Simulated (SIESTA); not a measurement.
Set up this calculation in SIESTA 5.4.2, as the native input.

```
Task                   : relaxation of cell and atoms
Functional             : PBE
Potentials or basis    : PseudoDojo 0.4 standard (PBE files)
Basis                  : DZP (energy shift 0.003 Ry; two zetas on semicore shells)
Grid cutoff            : 1200 Ry
Energy shift           : 0.003 Ry
k mesh                 : 8 × 8 × 2
Occupations            : fermi-dirac, width 0.05 eV
Spin                   : no spin polarisation
optimiser              : Broyden
force tolerance        : 0.01 eV/Å
stress tolerance (GPa) : 0.05
```

Crystal: Mg.

```
CELL_PARAMETERS angstrom
3.17683 0.00000 0.00000
-1.58841 2.75121 0.00000
0.00000 0.00000 10.31886
ATOMIC_POSITIONS crystal
Mg 0.66667 0.33333 0.75000
Mg 0.00000 0.00000 0.50000
Mg 0.33333 0.66667 0.25000
Mg 0.00000 0.00000 0.00000
```

These files were run (other wordings do the same):

Mg.fdf

```
SystemName                      Mg
SystemLabel                     Mg
NumberOfSpecies                 1
NumberOfAtoms                   4
%block ChemicalSpeciesLabel
  1  12 Mg
%endblock ChemicalSpeciesLabel

LatticeConstant                 1.0 Ang
%block LatticeVectors
     3.1768261656     0.0000000000     0.0000000000
    -1.5884130828     2.7512121628     0.0000000000
     0.0000000000     0.0000000000    10.3188620100
%endblock LatticeVectors
AtomicCoordinatesFormat         Fractional
%block AtomicCoordinatesAndAtomicSpecies
     0.6666666667     0.3333333333     0.7500000000  1  Mg
     0.0000000000     0.0000000000     0.5000000000  1  Mg
     0.3333333333     0.6666666667     0.2500000000  1  Mg
     0.0000000000     0.0000000000     0.0000000000  1  Mg
%endblock AtomicCoordinatesAndAtomicSpecies

%block kgrid.MonkhorstPack
    8   0   0  0.0
    0   8   0  0.0
    0   0   2  0.0
%endblock kgrid.MonkhorstPack
XC.Functional                   GGA
XC.Authors                      PBE
PAO.BasisSize                   DZP
PAO.EnergyShift                 0.003 Ry
Mesh.Cutoff                     1200 Ry
OccupationFunction              FD
ElectronicTemperature           0.05 eV
MaxSCFIterations                120
SCF.MustConverge                false
SCF.Mixer.Method                Pulay
SCF.Mixer.Weight                0.25
SCF.Mixer.History               8
SCF.DM.Tolerance                5.0e-05
SCF.H.Tolerance                 1.0e-03 eV
WriteForces                     true
Charge.Mulliken                 end
MD.TypeOfRun                    Broyden
MD.Steps                        40
MD.MaxForceTol                  0.01 eV/Ang
MD.MaxDispl                     0.1 Ang
WriteCoorStep                   true
AtomCoorFormatOut               Fractional
MD.VariableCell                 true
MD.MaxStressTol                 0.05 GPa
%block PAO.Basis
  Mg 4
  n=2 0 2
    2.604 0.000
  n=3 0 2
    8.245 0.000
  n=2 1 2
    2.943 0.000
  n=3 1 1
    8.245
%endblock PAO.Basis
```

Potentials or basis: PseudoDojo 0.4 standard (PBE files), DZP (energy shift 0.003 Ry; two zetas on semicore shells).

Launch:

```bash
$ siesta < Mg.fdf > Mg.out 2>&1
```

It gave:

| Property | Result |
| --- | --- |
| Relaxed volume | 23.91 Å³/atom |
| Relaxed cell | a = 3.225 Å, b = 3.225 Å, c = 10.616 Å, α = 90.00°, β = 90.00°, γ = 120.00° |
| Space group after relaxing (to 0.05 Å) | P6_3/mmc (No. 194) |
| Energy gained by relaxing | 10.6 meV/atom |
| Ionic steps | 8 |
| Pressure after relaxing | 0.0 GPa |
| Band gap on the k mesh | none (metal or under the smearing width) |

Caveat: the basis of atomic orbitals isn't converged, which shifts pressures, moduli and gaps.

Wall time 8.9 min on 1 thread of AMD EPYC 7R43 64-Core Processor (Zen 3), with other jobs on the host, peak memory 0.59 GiB.
